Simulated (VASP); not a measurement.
A run of VASP 6.6.1:

Contents of INCAR:

```
SYSTEM = AlN
PREC = Accurate
ENCUT = 600
EDIFF = 1E-6
ISMEAR = 0
SIGMA = 0.03
LREAL = .FALSE.
LASPH = .TRUE.
NELM = 80
ALGO = Normal
ISIF = 3
LWAVE = .FALSE.
LCHARG = .FALSE.
GGA = PS
IBRION = 2
NSW = 90
EDIFFG = -0.01
```

File KPOINTS:

```
Automatic mesh
0
G
  12 12 6
  0 0 0
```

POSCAR

```
AlN
1.0
    3.1130000000      0.0000000000      0.0000000000
   -1.5565000000      2.6959370820      0.0000000000
    0.0000000000      0.0000000000      4.9810000000
Al N
2 2
Direct
    0.3333333333      0.6666666667      0.0000000000
    0.6666666667      0.3333333333      0.5000000000
    0.3333333333      0.6666666667      0.3800000000
    0.6666666667      0.3333333333      0.8800000000
```

Potentials or basis: VASP PAW PBE potentials, release 64 (Al, N).

The run is started by

```sh
$ cat potpaw_PBE.64/Al/POTCAR potpaw_PBE.64/N/POTCAR > POTCAR
$ mpirun -np 1 vasp_std > vasp.out
```

Hardware: 1 thread of Intel(R) Xeon(R) 6975P-C (Granite Rapids) (shared host).

**Question.** Estimate the wall time of this run.

**Answer.** It took 53 s on 1 thread of Intel(R) Xeon(R) 6975P-C (Granite Rapids), with other jobs on the host, peak memory 0.19 GiB. Counts: scf iterations 36, k points 76, ion steps 6.
